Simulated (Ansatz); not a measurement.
PbS (Galena):

```xyz
2
Lattice="0.0000 2.9657 2.9657 2.9657 0.0000 2.9657 2.9657 2.9657 0.0000" Properties=species:S:1:pos:R:3 pbc="T T T"
Pb    0.0344   -0.0409    0.0070
S     2.9727    2.9388    2.9633
```

The cell isn't the ideal one: atoms moved at random, drawn with an rms of 0.05 Å.

A run of Ansatz 0.2.0 on this cell left the log below. Logs are shortened: lines on timing, memory, paths and dates and some standing lists are left out, and cuts for length are marked.

```text
Warning: RAYON_NUM_THREADS=1 ignored (pool sized by the plan → 1); use --threads N
Engine: ansatz 0.2.0, aarch64-unknown-linux-gnu
Pseudopotentials: kind: paw
Pseudopotential: Pb, paw, valence charge 14, recommended cutoff 420 eV (normal), Pb.paw.azcp
Pseudopotential: S, paw, valence charge 6, recommended cutoff 420 eV (normal), S.paw.azcp
Functional definition: PBE
  parameter kappa = 0.804
  parameter beta = 0.06672455060314922
  exchange = pbe_x(kappa = kappa, mu = beta*pi^2/3)
  correlation = pbe_c(beta = beta)
Crystal: 2 atoms, lattice volume = 52.172 Å³
Basis set: ecut = 420 eV, 965 PW (Γ), exchange–correlation on 60×60×60 points (8 copies of the dense FFT grid, shifted against one another)
Bands: 14, of which v1, the nominal top of the filled ones, is band 10 counted from 1 (9 counted from 0)
Symmetry: 1 space group operations
Space group: P1 (ITA 1), of the structure as read, at distance tolerance 3.7e-5 Å
k-points: 260 of 512 (time reversal used)
Non-local potential: Pb, projectors of the file, l = 0: 2, l = 1: 2, l = 2: 2, l = 3: 2
Non-local potential: S, projectors of the file, l = 0: 2, l = 1: 2, l = 2: 2
PAW form: soft (Blöchl's): semilocal exchange-correlation on the pseudo side does not see the compensation charge
PAW one-centre angular grid: Pb, 590 points (default); XC on 64 Gauss nodes
PAW one-centre angular grid: S, 110 points (default); XC on 64 Gauss nodes
Initial density: superposition of atomic densities (neutral atoms: chi_scale 0, normalization atom), corrected by the library's trained network
Initial wavefunctions: pseudopotential atomic-orbital guess
Functional: x = pbe(κ = 0.804, μ = 0.2195149727645171), c = pbe(β = 0.06672455060314922)
SCF iter   1: F=—  HF=-12809.558628 eV  |F-HF|=—  |Δ(HF+E_count)|=         —  Δρ=8.95e-4  dr2=6.23e-4  ethr=1.77e-3  ⟨swp⟩=6.5  Hψ=22029  notcnv=0
preconditioner: auto → none  [insulator: Δε(μ)=0.366 eV  Ē_g=15.461 eV  σ=0.050 eV  W_gap=0.95  n_scr=14 (ndim 8)  ℏωp=23.0 eV  f_vac=0.000  D(μ)=0.01/eV (n_scr^D=0)  ε∞_Penn≈3.2]
SCF iter   2: F=—  HF=-12809.557443 eV  |F-HF|=—  |Δ(HF+E_count)|=   1.18e-3  Δρ=4.93e-4  dr2=1.43e-4  ethr=3.11e-6  ⟨swp⟩=2.0  Hψ=8488  notcnv=0
SCF iter   3: F=—  HF=-12809.557440 eV  |F-HF|=—  |Δ(HF+E_count)|=   2.74e-6  Δρ=1.85e-4  dr2=1.98e-5  ethr=7.15e-7  ⟨swp⟩=2.8  Hψ=6927  notcnv=0
SCF iter   4: F=—  HF=-12809.557451 eV  |F-HF|=—  |Δ(HF+E_count)|=   1.02e-5  Δρ=4.60e-5  dr2=1.03e-6  ethr=9.89e-8  ⟨swp⟩=2.0  Hψ=4712  notcnv=0
iter 5 did not close the SCF: its close was put off for the readings that it lacked (scf_convergence_deferred on its scf_iter line)
SCF iter   5: F=-12809.557451 eV  HF=-12809.557451 eV  |F-HF|=5.51e-8  |Δ(HF+E_count)|=   5.30e-8  Δρ=1.03e-5  dr2=7.28e-8  ethr=5.15e-9  ⟨swp⟩=2.0  Hψ=6228  notcnv=0
SCF iter   6: F=-12809.557451 eV  HF=-12809.557451 eV  |F-HF|=1.84e-9  |Δ(HF+E_count)|=   2.22e-8  Δρ=3.68e-6  dr2=5.77e-9  ethr=3.64e-10  ⟨swp⟩=3.3  Hψ=16377  notcnv=0
SCF 1 converged in 6 iterations: F = -12809.557451 eV  dr2 = 5.77e-9
  greatest PAW one-centre occupation: 0.982 electrons in one spin orbital (limit 2), on the Pb atom at site 0 (counted from 0), in its partial waves of l = 2
SCF converged after 6 iterations
Free energy (F): -12809.557451 eV
Harris-Foulkes:  -12809.557451 eV  (|F-HF|=1.84e-9)
Internal energy: -12809.557272 eV  (E = F + TS)
E sigma→0 (E₀):  -12809.557361 eV
Entropy (-TS):   -0.000178 eV (-0.089 meV/atom)
Fermi energy:    8.634869 eV
--- Per-component energies (eV) ---
  E_band       = -55.216979
  E_kinetic    = 393.751211
  E_local      = -1221.555382  (includes V_loc(G=0)·N_el)
  E_nonlocal   = 378.547695
  E_hartree    = 475.005780
  E_xc         = -318.619938
  E_vxc        = -220.606812  (∫ρ·V_xc dr)
  E_paw        = -11003.380585  (= ΣΔE_a)
  E_vpaw       = -335.362435  (= ΣTr[D̂ρ^β])
  E_aug_tail   = 0.000052  (compensation charges beyond the density's cutoff)
  E_ewald      = -1513.306105
  E_smearing   = -0.000178  (= −TS)
  E_closure    = -0.000000  (closes the sum)
  Σ components = -12809.557451   (vs F -12809.557451, Δ=0.00e0)
--- Forces (eV/Å), atoms counted from 1 ---
  atom   1  Pb    -0.01399509     0.00710608    -0.00481986
  atom   2  S      0.01399563    -0.00710650     0.00482014
  max |Σ_I F_I| component: 5.41e-7 eV/Å
--- Stress (GPa, compression-positive) ---
        2.255969      -0.003720       0.002525
       -0.003720       2.232422      -0.001290
        0.002525      -0.001290       2.228032
  P = ⅓ Tr σ = 2.2388 GPa (22.388 kbar)
--- Band table (eV; the first three rows and the last of 260) ---
  k-point 0: bands = ["-8.3801", "-8.3800", "-8.3799", "-8.3643", "-8.3643", "-5.1496", "2.4243", "6.2725", "6.2742", "6.2754", "13.6544", "13.6584", "13.6657", "15.1496"]
  k-point 1: bands = ["-8.3793", "-8.3773", "-8.3772", "-8.3650", "-8.3649", "-5.0165", "1.9693", "6.3157", "6.3160", "6.6153", "12.4320", "12.8753", "12.8808", "15.1152"]
  k-point 2: bands = ["-8.3838", "-8.3836", "-8.3779", "-8.3533", "-8.3532", "-4.6469", "0.9961", "6.4336", "6.4337", "7.2806", "10.8059", "11.6656", "11.6685", "15.3030"]
  k-point 259: bands = ["-8.3983", "-8.3981", "-8.3769", "-8.3312", "-8.3311", "-3.9094", "-0.3907", "6.6617", "6.6639", "8.4526", "8.8175", "10.4115", "10.4142", "17.1091"]
```

Problem. Write the input and the command behind it.

Solution. Single point with PBE, no spin polarisation. The files as run (others can give the same):

input.yaml
```yaml
crystal:
  lattice:
    - [0.0, 2.96575, 2.96575]
    - [2.96575, 0.0, 2.96575]
    - [2.96575, 2.96575, 0.0]
  atoms:
    - { symbol: Pb, position: [-0.011512, 0.013861, -0.002276] }
    - { symbol: S, position: [0.493869, 0.505296, 0.497037] }
hamiltonian:
  xc: pbe
  pseudopotentials: { kind: paw }
kpoints:
  mp_grid: { grid: [8, 8, 8] }
scf:
  occupations: { method: fermi_dirac, width: 0.05 }
output:
  forces: true
  stress: true
  eigenvalues: true
```

Potentials or basis: Ansatz PAW.
Launch:
```console
$ ansatz run input.yaml --threads 1 --pin off --max-ram 2560MiB --backend cpu --events-out ev --progress --plain --runs-dir out
```

Caveat: spin-orbit coupling is left out, which as a rule narrows the gap of such compounds by several tenths of an eV.
